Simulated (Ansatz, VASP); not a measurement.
# AlN in VASP and in Ansatz

The input INCAR:

```
SYSTEM = AlN
PREC     = Accurate       ! precision mode
ENCUT    = 520            ! plane-wave cutoff, eV
EDIFF    = 1E-6           ! SCF threshold, eV
ISMEAR   = 0              ! smearing method
SIGMA    = 0.05           ! smearing width, eV
LREAL    = .False.        ! projectors in reciprocal space
LASPH    = .True.         ! aspherical terms in the spheres
NELM     = 60             ! most SCF steps
ALGO     = Normal         ! electronic algorithm
ISIF     = 2              ! what is computed and relaxed
LWAVE    = .False.        ! write WAVECAR
LCHARG   = .False.        ! write CHGCAR
GGA      = PS             ! functional
NBANDS   = 11             ! bands
```

KPOINTS

```
regular mesh
0
Gamma
  10 10 10
  0 0 0
```

POSCAR

```
AlN
1.0
   -0.0518481260      1.9220653022      1.9220653022
    1.9220653022     -0.0518481260      1.9220653022
    1.9220653022      1.9220653022     -0.0518481260
Al N
1 1
Direct
    0.5000000000      0.5000000000      0.5000000000
    0.0000000000      0.0000000000      0.0000000000
```

Input for Ansatz:

```yaml
crystal:
  lattice:
    - [-0.051848126, 1.9220653022, 1.9220653022]
    - [1.9220653022, -0.051848126, 1.9220653022]
    - [1.9220653022, 1.9220653022, -0.051848126]
  atoms:
    - { symbol: Al, position: [0.5, 0.5, 0.5] }
    - { symbol: "N", position: [0.0, 0.0, 0.0] }
basis:
  ecutwfc: 520.0
kpoints:
  mp_grid: { grid: [10, 10, 10] }
hamiltonian:
  xc: pbesol
  pseudopotentials: { kind: paw, azcp: { folder: soft_1 } }
scf:
  occupations: { method: gaussian, width: 0.05 }
output:
  forces: true
  stress: true
  eigenvalues: true
  write_density: true
  write_potential: true
  elf: true
  volumetric_format: npy
```

Alike in both runs: task single point; functional PBEsol; k mesh 10 × 10 × 10; occupations gaussian, width 0.05 eV; no spin polarisation.

|  | VASP | Ansatz |
| --- | --- | --- |
| version | VASP 6.6.1 | Ansatz 0.2.0 |
| potentials or method | VASP PAW PBE potentials, release 64 (Al, N) | scalar-relativistic, plane waves, PAW |
| plane-wave cutoff (eV) | 520 | 520 |
| valence electrons in the cell | 8 | 8 |

```csv
,VASP,Ansatz,Ansatz less VASP
gap on the k mesh at the Fermi level (eV),4.31,4.31,-0.002
least direct gap on the mesh (eV),6.89,6.86,-0.029
```

Ansatz warned: «pseudo_functional_mismatch».

 A k mesh can miss the band edges.
